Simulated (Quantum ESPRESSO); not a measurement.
# SrO: phonons with LDA

Crystal: SrO.

```
CELL_PARAMETERS angstrom
0.00000 2.56630 2.56630
2.56630 0.00000 2.56630
2.56630 2.56630 0.00000
ATOMIC_POSITIONS crystal
Sr 0.50000 0.50000 0.50000
O 0.00000 0.00000 0.00000
```

```json
{"Program": "Quantum ESPRESSO 7.5", "Task": "phonons", "Functional": "LDA", "Potentials or basis": "GBRV 1.5 LDA", "Cutoff": "612 eV", "Density cutoff": "4898 eV", "k mesh": "6 × 6 × 6, shifted", "Occupations": "fermi-dirac, width 0.05 eV", "Spin": "no spin polarisation", "Target pressure": "25 GPa", "Form of the LDA correlation": "PZ81", "Mixing beta": "0.5", "Most SCF iterations": "120", "SCF threshold": "4e-10 Ry"}
```

```json
{
 "Relaxed volume": "13.78 Å³/atom",
 "Relaxed cell": "a = 3.391 Å, b = 3.391 Å, c = 3.391 Å, α = 60.00°, β = 60.00°, γ = 60.00°",
 "Space group after relaxing (to 0.05 Å)": "Fm-3m (No. 225)",
 "Pressure after relaxing": "25.1 GPa",
 "Electronic dielectric tensor (diagonal)": "4.04",
 "Born charges (mean of the diagonal)": "Sr +2.62; O -2.62 e",
 "Highest phonon frequency at Γ, LO-TO splitting left out": "312 cm⁻¹",
 "Static dielectric tensor (diagonal)": "13.29"
}
```

Step by step:
| step | energy change (eV) | largest force (eV/Å) | pressure (GPa) | volume (Å³) |
| --- | --- | --- | --- | --- |
| 1 | 0.0000 | 0.0000 | -3.76 | 33.80 |
| 2 | 0.1278 | 0.0000 | 14.89 | 29.08 |
| 3 | 0.4026 | 0.0000 | 29.09 | 27.04 |
| 4 | 0.3091 | 0.0000 | 24.69 | 27.60 |
| 5 | 0.3154 | 0.0000 | 24.99 | 27.56 |
| 6 | 0.3156 | 0.0000 | 25.00 | 27.56 |

Final structure:
```xyz
2
Lattice="0.0000 2.3975 2.3975 2.3975 0.0000 2.3975 2.3975 2.3975 0.0000" Properties=species:S:1:pos:R:3 pbc="T T T"
Sr    2.3975    2.3975    2.3975
O     0.0000    0.0000    0.0000
```

Levels at points of the mesh, in eV from the valence-band top:
| k point | band 4 | band 5 | band 6 | band 7 | band 8 | band 9 | band 10 | band 11 | band 12 | band 13 |
| --- | --- | --- | --- | --- | --- | --- | --- | --- | --- | --- |
| (0.08, 0.08, 0.08) | -12.87 | -12.68 | -0.29 | -0.17 | -0.17 | 5.85 | 6.42 | 6.71 | 6.71 | 9.56 |

Phonon frequencies in cm⁻¹ (negative: imaginary):
```tsv
q point	frequencies
(0.000, 0.000, 0.000)	-7 -7 -7 312 312 312
```

Electronic dielectric tensor:
```
4.04 0.00 0.00
0.00 4.04 0.00
0.00 0.00 4.04
```

Born effective charge tensors (e):
atom 1, Sr
```
2.62 0.00 0.00
0.00 2.62 0.00
0.00 0.00 2.62
```
atom 2, O
```
-2.62  0.00  0.00
 0.00 -2.62  0.00
 0.00  0.00 -2.62
```

Optical modes at Γ, degenerate ones joined, polar ones without the macroscopic field:
| cm⁻¹ | components | symmetry | active in | IR intensity, summed ((D/Å)²/amu) |
| --- | --- | --- | --- | --- |
| 312 | 3 | T1u | IR | 35.01 |

Zone-centre frequencies without and with the macroscopic field along z (cm⁻¹):
```tsv
	optical modes in rising order
without	312 312 312
with the field	312 312 567
```

Static dielectric tensor, electrons and zone-centre modes:
```
13.29  0.00  0.00
 0.00 13.29  0.00
 0.00  0.00 13.29
```

Run time: 3.6 min on 1 thread of Arm Neoverse V1, on a shared host, peak memory 0.13 GiB.

Caveat: the volume moved by over 15 % at a fixed basis, so the end points are rough; the cell is more than 3 GPa from zero pressure, which shifts response properties.
